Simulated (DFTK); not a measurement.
The system is Cu2O (Cuprite).

```
CELL_PARAMETERS angstrom
4.26000 0.00000 0.00000
0.00000 4.26000 0.00000
0.00000 0.00000 4.26000
ATOMIC_POSITIONS crystal
Cu 0.75000 0.25000 0.75000
Cu 0.75000 0.75000 0.25000
Cu 0.25000 0.75000 0.75000
Cu 0.25000 0.25000 0.25000
O 0.50000 0.50000 0.50000
O 0.00000 0.00000 0.00000
```

Base run:

| Quantity | Value |
| --- | --- |
| Program | DFTK 0.8.2 |
| Functional | PBEsol |
| Potentials or basis | SG15 1.2 (PBE) |
| Cutoff | 952 eV |
| k mesh | 4 × 4 × 4 |
| Occupations | fermi-dirac, width 0.05 eV |
| Spin | no spin polarisation |

Its results: band gap on the k mesh 0.43 eV, direct.

Task: The run is repeated on the same cell with these changes: functional from PBEsol to PBE; potentials or basis from SG15 1.2 (PBE) to in-house norm-conserving set (PBE, scalar relativistic); cutoff from 952 eV to 1252 eV. What comes out?

Result: Band gap on the k mesh 0.49 eV, direct.
